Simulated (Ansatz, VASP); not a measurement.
# One calculation of Sb, two programs

Contents of INCAR:

```
SYSTEM = Sb
  PREC = Accurate
  ENCUT = 520
  EDIFF = 1E-8
  ISMEAR = -1
  SIGMA = 0.05
  LREAL = .False.
  LASPH = .True.
  NELM = 60
  ALGO = Normal
  ISIF = 2
  LWAVE = .False.
  LCHARG = .False.
  GGA = PS
  LEFG = .True.
  NBANDS = 8
```

File KPOINTS:

```
Automatic mesh
0
Gamma
  12 12 12
  0 0 0
```

POSCAR

```
Sb
1.0
    0.0000000000      2.3202653455      2.3202653455
    2.3202653455      0.0000000000      2.3202653455
    2.3202653455      2.3202653455      0.0000000000
Sb
1
Direct
    0.0000000000      0.0000000000      0.0000000000
```

Input for Ansatz:

```yaml
crystal:
  lattice:
    - [0.0, 2.3202653455, 2.3202653455]
    - [2.3202653455, 0.0, 2.3202653455]
    - [2.3202653455, 2.3202653455, 0.0]
  atoms:
    - { symbol: Sb, position: [0.0, 0.0, 0.0] }
kpoints:
  mp_grid: { grid: [12, 12, 12] }
scf:
  occupations: { method: fermi_dirac, width: 0.05 }
hamiltonian:
  xc: pbesol
  pseudopotentials: { kind: paw }
output:
  forces: true
  stress: true
  eigenvalues: true
  efg: { contact_densities: true }
```

Change from the starting cell: volume scaled by 1.02, PAW files.

Alike in both runs: task electric field gradients; functional PBEsol; k mesh 12 × 12 × 12; occupations fermi-dirac, width 0.05 eV; no spin polarisation.

```csv
,VASP,Ansatz
version,VASP 6.6.1,Ansatz 0.2.0
potentials or method,"VASP PAW PBE potentials, release 64 (Sb)","PAW with Ansatz's default frozen-core files, scalar-relativistic"
plane-wave cutoff (eV),520,420
valence electrons in the cell,5,15
```

```csv
,VASP,Ansatz,Ansatz less VASP
pressure (GPa),3.5,3.5,-0.01
Vzz of the field gradient on the site that differs most (V/Å²),0.0,0.0,0.00
```

The two sets of potentials don't hold the same shells in valence. Ansatz warned: «gradients_without_spin_orbit».

Caveats: the PAW data sets were made with another functional, which shifts forces and pressure a little (VASP). Spin-orbit coupling is left out, which matters for the levels of Sb.
